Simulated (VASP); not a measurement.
**KMgF3: relaxation of the atoms with PBEsol**

Crystal: KMgF3.

```
K Mg F
1.0
     4.06149    0.00000    0.00000
     0.00000    4.06149    0.00000
     0.00000    0.00000    4.06149
K Mg F
1 1 3
Direct
  0.50000 0.50000 0.50000
  0.00000 0.00000 0.00000
  0.50000 0.00000 0.00000
  0.00000 0.50000 0.00000
  0.00000 0.00000 0.50000
```

The cell isn't the ideal one: a relaxed cell with its volume scaled by 1.06.

```
Program                : VASP 6.6.1
Task                   : relaxation of the atoms
Functional             : PBEsol
Potentials or basis    : VASP PAW PBE potentials, release 64 (K_sv, Mg, F)
Cutoff                 : 600 eV
k mesh                 : 8 × 8 × 8
Occupations            : gaussian, width 0.03 eV
Spin                   : no spin polarisation
Further INCAR settings : ALGO = Normal; EDIFF = 1e-07; IBRION = 2; EDIFFG = -0.01; NSW = 40
```

The pressure after relaxing is -3.8 GPa and the band gap on the k mesh is 6.72 eV, indirect (least direct gap 7.05 eV).

Final structure:
```xyz
5
Lattice="4.0615 0.0000 0.0000 0.0000 4.0615 0.0000 0.0000 0.0000 4.0615" Properties=species:S:1:pos:R:3 pbc="T T T"
K     2.0307    2.0307    2.0307
Mg    0.0000    0.0000    0.0000
F     2.0307    0.0000    0.0000
F     0.0000    2.0307    0.0000
F     0.0000    0.0000    2.0307
```

Levels at points of the mesh, in eV from the valence-band top:
```
           k point  band 14  band 15  band 16  band 17  band 18  band 19
(0.00, 0.00, 0.00)    -0.32    -0.32    -0.32     6.72     9.87     9.87
(0.50, 0.00, 0.00)    -0.80    -0.50    -0.50     9.61     9.74    10.87
(0.50, 0.50, 0.00)    -0.86    -0.86    -0.02    10.47    11.30    11.93
(0.50, 0.50, 0.50)     0.00     0.00     0.00    10.09    10.09    10.09
```

Wall time 16 s on 1 thread of Intel(R) Xeon(R) 6975P-C (Granite Rapids), on a shared host, peak memory 0.21 GiB.

Caveat: the relaxation stopped at its first step, so nothing moved; the PAW data sets were made with another functional, which shifts forces and pressure a little. A k mesh can miss the band edges.
